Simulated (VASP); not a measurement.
Crystal: Ag.

```
CELL_PARAMETERS angstrom
-1.65565 1.65565 1.65565
1.65565 -1.65565 1.65565
1.65565 1.65565 -1.65565
ATOMIC_POSITIONS crystal
Ag 0.00000 0.00000 0.00000
```

This isn't the form of Ag at room conditions, which is fcc.

| Quantity | Value |
| --- | --- |
| Program | VASP 6.6.1 |
| Task | relaxation of cell and atoms |
| Functional | r2SCAN |
| Dispersion | D4 |
| Potentials or basis | VASP PAW PBE potentials, release 64 (Ag) |
| Cutoff | 600 eV |
| k mesh | 11 × 11 × 11 |
| Occupations | methfessel-paxton, width 0.1 eV |
| Spin | no spin polarisation |

At the start: pressure -5.1 GPa; volume 18.15 Å³/atom.

Q: How do energy, volume and symmetry change on relaxing?

A: Over 3 steps the energy falls by 16.3 meV/atom and the volume is 17.20 Å³/atom (-5.3 %); space group Im-3m (No. 229, to 0.05 Å).

The path:
```tsv
step	energy change (eV)	largest force (eV/Å)	pressure (GPa)	volume (Å³)
1	0.0000	0.0000	-5.11	18.15
2	-0.0105	0.0000	3.68	16.67
3	-0.0163	0.0000	0.00	17.20
```

Final structure:
```
Ag
1.0
    -1.62598    1.62598    1.62598
     1.62598   -1.62598    1.62598
     1.62598    1.62598   -1.62598
Ag
1
Direct
  0.00000 0.00000 0.00000
```

Caveat: the PAW data sets were made with another functional, which shifts forces and pressure a little; pairwise dispersion overbinds metals, which lowers pressure and volume.
